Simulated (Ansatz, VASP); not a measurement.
Sb in VASP and in Ansatz

```xyz
4
Lattice="-3.0778 3.0778 3.0778 3.0778 -3.0778 3.0778 3.0778 3.0778 -3.0778" Properties=species:S:1:pos:R:3 pbc="T T T"
Sb   -1.5386    1.5386    1.5386
Sb    1.5386   -1.5386    1.5386
Sb    1.5386    1.5386   -1.5386
Sb    1.5392    1.5392    1.5392
```

Alike in both runs: functional PBE; k mesh 10 × 10 × 10; occupations gaussian, width 0.1 eV; no spin polarisation.

Ansatz relaxed the structure, and its values are those at the end. VASP's run is a single point on that final structure, the one shown.

```csv
,VASP,Ansatz
version,VASP 6.6.1,Ansatz 0.2.0
potentials or method,"VASP PAW PBE potentials, release 64 (Sb)","scalar-relativistic, plane waves, PAW"
plane-wave cutoff (eV),520,420
valence electrons in the cell,20,60
```

```csv
,VASP,Ansatz,Ansatz less VASP
gap on the k mesh at the Fermi level (eV),none,none,-
pressure (GPa),1.8,1.8,+0.01
```

A gap of «none» marks a metal or a gap that the smearing closes. The functional is the same, so the differences come from potentials, cutoffs and numerics. The two sets of potentials don't hold the same shells in valence. Ansatz warned: «stress_scf_threshold_loose».

The runs have no spin-orbit coupling, so splittings on Sb are missing.
